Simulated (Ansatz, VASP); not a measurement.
Two plane-wave programs on BN

```
B N
1.0
     2.50399    0.00000    0.00000
    -1.25200    2.16852    0.00000
     0.00000    0.00000    6.66120
B N
2 2
Direct
  0.33333 0.66667 0.25000
  0.66667 0.33333 0.75000
  0.33333 0.66667 0.75000
  0.66667 0.33333 0.25000
```

Alike in both runs: task electric field gradients; functional PBEsol; k mesh 11 × 11 × 4; occupations fermi-dirac, width 0.02 eV; no spin polarisation.

|  | VASP | Ansatz |
| --- | --- | --- |
| version | VASP 6.6.1 | Ansatz 0.2.0 |
| potentials or method | VASP PAW PBE potentials, release 64 (B, N) | PAW with Ansatz's default frozen-core files, scalar-relativistic |
| plane-wave cutoff (eV) | 520 | 420 |
| valence electrons in the cell | 16 | 16 |

```csv
,VASP,Ansatz,Ansatz less VASP
gap on the k mesh at the Fermi level (eV),4.23,4.24,+0.010
pressure (GPa),0.7,0.4,-0.30
largest component of the traceless stress (GPa),0.04,0.40,+0.360
Vzz of the field gradient on the site that differs most (V/Å²),34.7,27.9,-6.73
```

Caveats: the PAW data sets were made with another functional, which shifts forces and pressure a little (VASP); an odd mesh through Γ misses points on the zone boundary, where band edges often lie; this functional lacks dispersion, which binds the layers, so the pressure and a relaxed spacing across them are unreliable.
